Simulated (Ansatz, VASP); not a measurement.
Rh: VASP beside Ansatz

```
Rh
1.0
     2.77576    0.00000    0.00000
    -1.38788    2.40388    0.00000
     0.00000    0.00000    4.50110
Rh
2
Direct
  0.66667 0.33333 0.75000
  0.33333 0.66667 0.25000
```

This isn't the form of Rh at room conditions, which is fcc.

Alike in both runs: task single point; functional LDA; k mesh 12 × 12 × 7; no spin polarisation.

|  | VASP | Ansatz |
| --- | --- | --- |
| version | VASP 6.6.1 | Ansatz 0.2.0 |
| potentials or method | VASP PAW LDA potentials, release 64 (Rh_pv) | plane waves, PAW |
| plane-wave cutoff (eV) | 520 | 490 |
| occupations | fermi-dirac, width 0.1 eV | fermi-dirac |
| valence electrons in the cell | 30 | 34 |

```tsv
	VASP	Ansatz	Ansatz less VASP
pressure (GPa)	-27.3	-27.9	-0.61
largest component of the traceless stress (GPa)	1.10	1.12	+0.015
```

The two sets of potentials don't hold the same shells in valence.

Caveats: so large a pressure means that the cell lies far from this level's equilibrium, or that cutoff or potentials fall short (VASP).
